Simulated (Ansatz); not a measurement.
# NiO: the cost of one run

Method: DFT PBEsol, scalar-relativistic, plane waves, PAW, in Ansatz 0.2.0.

## (1) The system as given

The structure is cubic, space group Fm-3m (No. 225). The conventional cell has a = 4.186 Å, b = 4.186 Å, c = 4.186 Å, α = 90.00°, β = 90.00°, γ = 90.00°. Around Ni (site symmetry m-3m) lie 6 O at 2.09 Å. O (site symmetry m-3m) is surrounded by 6 Ni at 2.09 Å.

Structure file:

```
Ni O
1.0
     0.00000    2.09317    2.09317
     2.09317    0.00000    2.09317
     2.09317    2.09317    0.00000
Ni O
1 1
Direct
  0.00000 0.00000 0.00000
  0.50000 0.50000 0.50000
```

Source of the structure: the Materials Project (structure only).

(A quick probe on a coarse mesh, which set the mesh and smearing, is not shown.)

## (3) A loose first relaxation

Contents of input.yaml:

```yaml
crystal:
  lattice:
    - [0.0, 2.0931687937, 2.0931687937]
    - [2.0931687937, 0.0, 2.0931687937]
    - [2.0931687937, 2.0931687937, 0.0]
  atoms:
    - { symbol: Ni, position: [0.0, 0.0, 0.0], spin: 1.07 }
    - { symbol: O, position: [0.5, 0.5, 0.5], spin: 0.18 }
basis:
  ecutwfc: 420
kpoints:
  mp_grid: { grid: [8, 8, 8] }
hamiltonian:
  xc: pbesol
scf:
  occupations: { method: gaussian, width: 0.1 }
output:
  forces: true
  stress: true
  eigenvalues: true
  populations: true
magnetization:
  spin_polarized: true
relax:
  adjacent_minimum: "off"
  f_tol: 0.05
  max_steps: 80
  cell: { stress_tol: 0.5 }
```

Launch:

```
$ ansatz run input.yaml --threads 1 --pin off --max-ram 2560MiB --backend cpu --events-out ev --progress --plain --runs-dir out
```

What time and memory should one allow on 1 thread of Intel Xeon Platinum 8488C (Sapphire Rapids), shared host?

About 10 s, with a peak of 0.34 GiB.
